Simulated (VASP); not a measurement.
# Ag (Fm-3m) in VASP: a series of runs

Aim: see how the results for Ag move with the level of theory and the settings. Levels: rev-vdW-DF2, RPBE. Tasks: relaxation of cell and atoms.

Everything below comes from runs of VASP 6.6.1. Logs are shortened: lines on timing, memory, paths and dates and some standing lists are left out, and cuts for length are marked.

### 1 The structure

The structure is cubic, space group Fm-3m (No. 225). Conventional cell: a = 4.085 Å, b = 4.085 Å, c = 4.085 Å, α = 90.00°, β = 90.00°, γ = 90.00°. Ag (site symmetry m-3m) has 12 Ag at 2.89 Å as nearest neighbours.

### 2 Relaxation of cell and atoms, rev-vdW-DF2

INCAR

```
  AGGAC = 0.0
  ALGO = Normal
  EDIFF = 1E-6
  EDIFFG = -0.01
  ENCUT = 600
  GGA = MK
  IBRION = 2
  ISIF = 3
  ISMEAR = 1
  LASPH = T
  LCHARG = F
  LREAL = F
  LUSE_VDW = T
  LWAVE = F
  NELM = 80
  NSW = 90
  PARAM1 = 0.1234
  PARAM2 = 0.711357
  PREC = Accurate
  SIGMA = 0.1
  ZAB_VDW = -1.8867
```

KPOINTS

```
k-points
0
Gamma
  16 16 16
```

POSCAR

```
Ag
1.0
    0.0000000000      2.0427500000      2.0427500000
    2.0427500000      0.0000000000      2.0427500000
    2.0427500000      2.0427500000      0.0000000000
Ag
1
Direct
    0.0000000000      0.0000000000      0.0000000000
```

Potentials or basis: VASP PAW PBE potentials, release 64 (Ag).

Command:

```sh
> cat potpaw_PBE.64/Ag/POTCAR > POTCAR
> mpirun -np 1 vasp_std > vasp.out
```

OUTCAR:

```text
EDIFF = 1E-6
   EDIFFG = -0.01
   ENCUT = 600
   GGA = MK
   IBRION = 2
   ISIF = 3
   ISMEAR = 1
   LASPH = T
   LREAL = F
   NELM = 80
   NSW = 90
   PREC = Accurate

 ion  position               nearest neighbor table
   1  0.000  0.000  0.000-

  LATTYP: Found a face centered cubic cell.
 ALAT       =     4.0855000000

  Lattice vectors:

 A1 = (   0.0000000000,   2.0427500000,   2.0427500000)
 A2 = (   2.0427500000,   0.0000000000,   2.0427500000)
 A3 = (   2.0427500000,   2.0427500000,   0.0000000000)

Analysis of symmetry for initial positions (statically):
=====================================================================
 Subroutine PRICEL returns:
 Original cell was already a primitive cell.

 Routine SETGRP: Setting up the symmetry group for a
 face centered cubic supercell.

 Subroutine GETGRP returns: Found 48 space group operations
 (whereof 48 operations were pure point group operations)
 out of a pool of 48 trial point group operations.

The static configuration has the point symmetry O_h .

Analysis of symmetry for dynamics (positions and initial velocities):
=====================================================================
 Subroutine PRICEL returns:
 Original cell was already a primitive cell.

 Routine SETGRP: Setting up the symmetry group for a
 face centered cubic supercell.

 Subroutine GETGRP returns: Found 48 space group operations
 (whereof 48 operations were pure point group operations)
 out of a pool of 48 trial point group operations.

The dynamic configuration has the point symmetry O_h .

 Subroutine INISYM returns: Found 48 space group operations
 (whereof 48 operations are pure point group operations),
 and found     1 'primitive' translations

----------------------------------------------------------------------------------------

                                     Primitive cell

  volume of cell :      17.0481

  direct lattice vectors                    reciprocal lattice vectors
     0.000000000  2.042750000  2.042750000    -0.244768082  0.244768082  0.244768082
     2.042750000  0.000000000  2.042750000     0.244768082 -0.244768082  0.244768082
     2.042750000  2.042750000  0.000000000     0.244768082  0.244768082 -0.244768082

  length of vectors
     2.888884755  2.888884755  2.888884755     0.423950755  0.423950755  0.423950755

  position of ions in fractional coordinates (direct lattice)
     0.000000000  0.000000000  0.000000000

  ion indices of the primitive-cell ions
   primitive index   ion index
                 1           1

----------------------------------------------------------------------------------------

 KPOINTS: k-points

Automatic generation of k-mesh.
 Grid dimensions read from file:
 generate k-points for:   16   16   16

 Generating k-lattice:

  Cartesian coordinates                     Fractional coordinates (reciprocal lattice)
    -0.015298005  0.015298005  0.015298005     0.062500000  0.000000000  0.000000000
     0.015298005 -0.015298005  0.015298005     0.000000000  0.062500000  0.000000000
     0.015298005  0.015298005 -0.015298005     0.000000000  0.000000000  0.062500000

  Length of vectors
     0.026496922  0.026496922  0.026496922

  Shift w.r.t. Gamma in fractional coordinates (k-lattice)
     0.000000000  0.000000000  0.000000000

 Subroutine IBZKPT returns following result:
 ===========================================

 Found    145 irreducible k-points:

 Following reciprocal coordinates:
            Coordinates               Weight
  0.000000  0.000000  0.000000      1.000000
  0.062500  0.000000  0.000000      8.000000
  0.125000  0.000000  0.000000      8.000000
  0.187500  0.000000  0.000000      8.000000
  0.250000  0.000000  0.000000      8.000000
  0.312500  0.000000  0.000000      8.000000
[... 16 lines left out ...]
 -0.125000  0.062500  0.000000     24.000000
 -0.062500  0.062500  0.000000     12.000000
 [... further k-points ...]
   k-points           NKPTS =    145   k-points in BZ     NKDIM =    145   number of bands    NBANDS=      9
   number of dos      NEDOS =    301   number of ions     NIONS =      1
   total plane-waves  NPLWV =  13824
   dimension x,y,z NGX =    24 NGY =   24 NGZ =   24
   dimension x,y,z NGXF=    48 NGYF=   48 NGZF=   48
   ions per type =               1
   NGX,Y,Z   is equivalent  to a cutoff of  13.81, 13.81, 13.81 a.u.
   NGXF,Y,Z  is equivalent  to a cutoff of  27.62, 27.62, 27.62 a.u.
 SYSTEM =  unknown system
   PREC   = accura    normal or accurate (medium, high low for compatibility)
   ISTART =      0    job   : 0-new  1-cont  2-samecut
   ICHARG =      2    charge: 1-file 2-atom 10-const
   ISPIN  =      1    spin polarized calculation?
   LNONCOLLINEAR =      F non collinear calculations
   LSORBIT =      F    spin-orbit coupling
   LASPH  =      T    aspherical Exc in radial PAW
   ENCUT  =  600.0 eV  44.10 Ry    6.64 a.u.   5.77  5.77  5.77*2*pi/ulx,y,z
   NELM   =     80;   NELMIN=  2; NELMDL= -5     # of ELM steps
   EDIFF  = 0.1E-05   stopping-criterion for ELM
   LREAL  =      F    real-space projection
   EDIFFG = -.1E-01   stopping-criterion for IOM
   NSW    =     90    number of steps for IOM
   IBRION =      2    ionic relax: 0-MD 1-quasi-New 2-CG
   NFREE  =      1    steps in history (QN), initial steepest desc. (CG)
   ISIF   =      3    stress and relaxation
   ISYM   =      2    0-nonsym 1-usesym 2-fastsym
   POTIM  = 0.5000    time-step for ionic-motion
   TEBEG  =    0.0;   TEEND  =   0.0 temperature during run
   PSTRESS=    0.0 pullay stress
   NELECT =      11.0000    total number of electrons
   NUPDOWN=      -1.0000    fix difference up-down
   EMIN   =  10.00;   EMAX   =-10.00  energy-range for DOS
   EFERMI =   0.00;   METHOD = LEGACY
   ISMEAR =     1;   SIGMA  =   0.10  broadening in eV -4-tet -1-fermi 0-gaus
   EFERMI_NEDOS =   21; number of points for ismear=-14 and -15
   IALGO  =     38    algorithm
   IMIX   =      4    mixing-type and parameters
     AMIX     =   0.40;   BMIX     =  1.00
     AMIX_MAG =   1.60;   BMIX_MAG =  1.00
  volume/ion in A,a.u.               =      17.05       115.05
  Fermi-wavevector in a.u.,A,eV,Ry     =   1.414644  2.673290 27.228221  2.001218
  Thomas-Fermi vector in A             =   2.536165
   LORBIT       =      0    0 simple, 1 ext, 2 COOP (PROOUT), +10 PAW based schemes
   GGA     = MK    functional components
   LHFCALC =     F    Hartree Fock is set to
   AEXX    =    0.0000 exact exchange contribution
   IVDW_NL    =     1    kernel type
   BPARAM     = 6.3000
   IVDW    =     0    specifies the selected vdW correction
   LEPSILON=     F    determine dielectric tensor
   LRPA    =     F    only Hartree local field effects (RPA)
 conjugate gradient relaxation of ions
 non-spin polarized calculation
 Methfessel and Paxton  Order N= 1 SIGMA  =   0.10
  energy-cutoff  :      600.00
  volume of cell :       17.05
 maximum number of plane-waves:       588
   NGX = 11   NGY = 11   NGZ = 11

--------------------------------------- Ionic step        1  -------------------------------------------

 number of electron      10.9999999 magnetization

 Free energy of the ion-electron system (eV)
  ---------------------------------------------------
  ext. energy  EPLUGINS =         0.00000000
  ---------------------------------------------------
  free energy    TOTEN  =        -0.06831766 eV

  energy without entropy =       -0.06778336  energy(sigma->0) =       -0.06813956

------------------------ aborting loop because EDIFF is reached ----------------------------------------

  FORCE on cell =-STRESS in cart. coord.  units (eV):
  Direction    XX          YY          ZZ          XY          YZ          ZX
  --------------------------------------------------------------------------------------
  -------------------------------------------------------------------------------------
  Total        0.0876049      0.0876049      0.0876049     -0.0000000     -0.0000000      0.0000000
  in kB        8.2331003      8.2331003      8.2331003     -0.0000000     -0.0000000      0.0000000
  external PRESSURE =       8.2331003 kB  Pullay stress =       0.0000000 kB
[... 59 lines left out ...]
Total vdW correction in eV:      2.0805829

--------------------------------------- Ionic step        3  -------------------------------------------

 number of electron      10.9999999 magnetization

 Free energy of the ion-electron system (eV)
  ---------------------------------------------------
  ext. energy  EPLUGINS =         0.00000000
  ---------------------------------------------------
  free energy    TOTEN  =        -0.06865007 eV

  energy without entropy =       -0.06812181  energy(sigma->0) =       -0.06847398

 E-fermi :   8.1354     XC(G=0): -12.2640

 val. band max:        8.1061124962   @ k =   0.5000   0.3125   0.1250
 cond. band min:       8.1488361648   @ k =   0.5000   0.1875   0.0625
 fundamental gap:      0.0427236686
 Fermi energy:         8.1354151823

 k-point     1 :       0.0000    0.0000    0.0000
  band No.  band energies     occupation
      1       0.4624      2.00000
      2       3.4030      2.00000
      3       3.4030      2.00000
      4       3.4030      2.00000
      5       4.4252      2.00000
      6       4.4252      2.00000
      7      24.3046      0.00000
      8      27.7131      0.00000
      9      27.7131      0.00000
[... 265 lines left out ...]
 k-point    24 :      -0.0625    0.0625    0.0000
  band No.  band energies     occupation
      1       0.7817      2.00000
      2       3.3187      2.00000
      3       3.4824      2.00000
      4       3.5108      2.00000
      5       4.3467      2.00000
      6       4.4457      2.00000
      7      24.2819      0.00000
      8      25.7488      0.00000
      9      27.1017      0.00000

 [... further k-points ...]

------------------------ aborting loop because EDIFF is reached ----------------------------------------

  FORCE on cell =-STRESS in cart. coord.  units (eV):
  Direction    XX          YY          ZZ          XY          YZ          ZX
  --------------------------------------------------------------------------------------
  -------------------------------------------------------------------------------------
  Total       -0.0031391     -0.0031391     -0.0031391      0.0000000     -0.0000000      0.0000000
  in kB       -0.2927664     -0.2927664     -0.2927664      0.0000000     -0.0000000      0.0000000
  external PRESSURE =      -0.2927664 kB  Pullay stress =       0.0000000 kB
[... 16 lines left out ...]
  FREE ENERGIE OF THE ION-ELECTRON SYSTEM (eV)
  ---------------------------------------------------
  free  energy   TOTEN  =        -0.0686500704 eV

  energy  without entropy=       -0.0681218097  energy(sigma->0) =       -0.06847398

Total vdW correction in eV:      2.0763441

 reached required accuracy - stopping structural energy minimisation
```

Wall time 42 s (1 thread of Intel Xeon Platinum 8559C (Emerald Rapids), shared host); peak memory 0.28 GiB.

What came out:

```
Free energy                            : -0.0687 eV
Relaxed volume                         : 17.18 Å³/atom
Relaxed cell                           : a = 2.896 Å, b = 2.896 Å, c = 2.896 Å, α = 60.00°, β = 60.00°, γ = 60.00°
Space group after relaxing (to 0.05 Å) : Fm-3m (No. 225)
Energy gained by relaxing              : 0.3 meV/atom
Ionic steps                            : 3
Pressure after relaxing                : 0.0 GPa
Band gap on the k mesh                 : none (metal or under the smearing width)
```

The path:
| step | energy change (eV) | largest force (eV/Å) | pressure (GPa) | volume (Å³) |
| --- | --- | --- | --- | --- |
| 1 | 0.0000 | 0.0000 | 0.82 | 17.05 |
| 2 | -0.0002 | 0.0000 | -0.50 | 17.27 |
| 3 | -0.0003 | 0.0000 | -0.03 | 17.18 |

Final structure:
```xyz
1
Lattice="0.0000 2.0480 2.0480 2.0480 0.0000 2.0480 2.0480 2.0480 0.0000" Properties=species:S:1:pos:R:3 pbc="T T T"
Ag    0.0000    0.0000    0.0000
```

Caveat: the PAW data sets were made with another functional, which shifts forces and pressure a little.

### 3 Relaxation of cell and atoms, rev-vdW-DF2

This run uses another cell than the first one, of 17.18 Å³/atom, 1.008 times its volume.

Changes to INCAR since step 2:

```diff
@@ -2,4 +2,4 @@
   ALGO = Normal
-  EDIFF = 1E-6
-  EDIFFG = -0.01
+  EDIFF = 1E-7
+  EDIFFG = -0.005
   ENCUT = 600
```

KPOINTS is that of step 2.

POSCAR

```
Ag                                      
1.0
   -0.0000000000      2.0479517351      2.0479517351
    2.0479517351     -0.0000000000      2.0479517351
    2.0479517351      2.0479517351     -0.0000000000
  Ag            
     1
Direct
     0.0000000000000000    0.0000000000000000    0.0000000000000000
```

Potentials or basis: VASP PAW PBE potentials, release 64 (Ag).

Command:

```sh
> cat potpaw_PBE.64/Ag/POTCAR > POTCAR
> mpirun -np 1 vasp_std > vasp.out
```

Wall time 20 s (1 thread of Intel Xeon Platinum 8559C (Emerald Rapids), shared host); peak memory 0.28 GiB.

It converged, with:

```yaml
Free_energy: -0.0687 eV
Pressure_after_relaxing: 0.0 GPa
Band_gap_on_the_k_mesh: none (metal or under the smearing width)
```

Final structure:
```cif
data_structure
_symmetry_space_group_name_H-M 'P 1'
_symmetry_Int_Tables_number 1
_cell_length_a 2.8962
_cell_length_b 2.8962
_cell_length_c 2.8962
_cell_angle_alpha 60.000
_cell_angle_beta 60.000
_cell_angle_gamma 60.000
_cell_volume 17.18
loop_
_atom_site_label
_atom_site_type_symbol
_atom_site_fract_x
_atom_site_fract_y
_atom_site_fract_z
_atom_site_occupancy
Ag1 Ag 0.00000 0.00000 0.00000 1
```

Levels at points of the mesh, in eV from the Fermi level:
```tsv
k point	band 3	band 4	band 5	band 6	band 7	band 8	band 9
(0.00, 0.00, 0.00)	-4.73	-4.73	-3.71	-3.71	16.17	19.58	19.58
(0.50, 0.00, 0.00)	-4.75	-2.92	-2.92	-0.30	3.57	15.40	17.77
(0.50, 0.50, 0.00)	-2.95	-2.71	-2.71	1.67	6.69	10.63	10.63
```

Caveat: the relaxation stopped at its first step, so nothing moved; the PAW data sets were made with another functional, which shifts forces and pressure a little.

### 4 Relaxation of cell and atoms, RPBE

INCAR

```
  ALGO = Normal
  EDIFF = 1E-6
  EDIFFG = -0.01
  ENCUT = 600
  GGA = RP
  IBRION = 2
  ISIF = 3
  ISMEAR = 1
  LASPH = T
  LCHARG = F
  LREAL = F
  LWAVE = F
  NELM = 80
  NSW = 90
  PREC = Accurate
  SIGMA = 0.1
```

KPOINTS is that of step 3.

POSCAR

```
Ag
1.0
    0.0000000000      2.0427500000      2.0427500000
    2.0427500000      0.0000000000      2.0427500000
    2.0427500000      2.0427500000      0.0000000000
Ag
1
Direct
    0.0000000000      0.0000000000      0.0000000000
```

Command:

```sh
> cat potpaw_PBE.64/Ag/POTCAR > POTCAR
> mpirun -np 1 vasp_std > vasp.out
```

Wall time 15 s (1 thread of Intel Xeon 6975P-C (Granite Rapids), shared host); peak memory 0.17 GiB.

The run converged. Its results:

- Free energy: -2.2004 eV
- Relaxed volume: 18.66 Å³/atom
- Relaxed cell: a = 2.977 Å, b = 2.977 Å, c = 2.977 Å, α = 60.00°, β = 60.00°, γ = 60.00°
- Space group after relaxing (to 0.05 Å): Fm-3m (No. 225)
- Energy gained by relaxing: 39.4 meV/atom
- Ionic steps: 3
- Pressure after relaxing: 0.1 GPa
- Band gap on the k mesh: none (metal or under the smearing width)

The path:
```csv
step,energy change (eV),largest force (eV/Å),pressure (GPa),volume (Å³)
1,0.0000,0.0000,8.67,17.05
2,-0.0330,0.0000,-2.59,19.43
3,-0.0394,0.0000,0.06,18.66
```

Final structure:
```yaml
crystal:
  lattice:
    - [0.00000, 2.10516, 2.10516]
    - [2.10516, 0.00000, 2.10516]
    - [2.10516, 2.10516, 0.00000]
  atoms:
    - { symbol: Ag, position: [0.00000, 0.00000, 0.00000] }
```

Levels at points of the mesh, in eV from the Fermi level:
| k point | band 4 | band 5 | band 6 | band 7 | band 8 | band 9 |
| --- | --- | --- | --- | --- | --- | --- |
| (0.00, 0.00, 0.00) | -4.50 | -3.62 | -3.62 | 15.81 | 18.90 | 18.90 |
| (0.50, 0.00, 0.00) | -2.95 | -2.95 | -0.12 | 3.18 | 15.03 | 17.03 |
| (0.50, 0.50, 0.00) | -2.77 | -2.77 | 1.74 | 6.12 | 10.28 | 10.28 |

Caveat: the PAW data sets were made with another functional, which shifts forces and pressure a little.
